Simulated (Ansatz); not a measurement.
A crystal in the fcc structure was computed with r²SCAN in Ansatz (plane waves, PAW datasets (generated hard set); cutoff 700 eV), no spin polarisation, no spin–orbit coupling, Fermi–Dirac smearing of 0.1 eV, k-spacing 0.18 to 0.19 Å⁻¹. It has a₀ = 3.845 Å and B₀ = 376 GPa.

**Question.** Which is it?
A. Ir
B. Lu
C. Ni
D. Zn
E. Os

**Answer.** A. The five: Ir 3.845 Å, 376 GPa; Lu 4.888 Å, 41 GPa; Os 3.832 Å, 418 GPa; Ni 3.467 Å, 227 GPa; Zn 3.853 Å, 87 GPa.

Model structures, not the usual forms at ambient conditions (metastable or hypothetical): Lu, Os, Zn. The real material (Ni) is magnetic: without spin this is a model state, and volume, stiffness and gap can lie far from those of the magnetic ground state. The k-mesh is modest, so these values aren't fully converged in k. Potentials made with PBE were used with another functional.
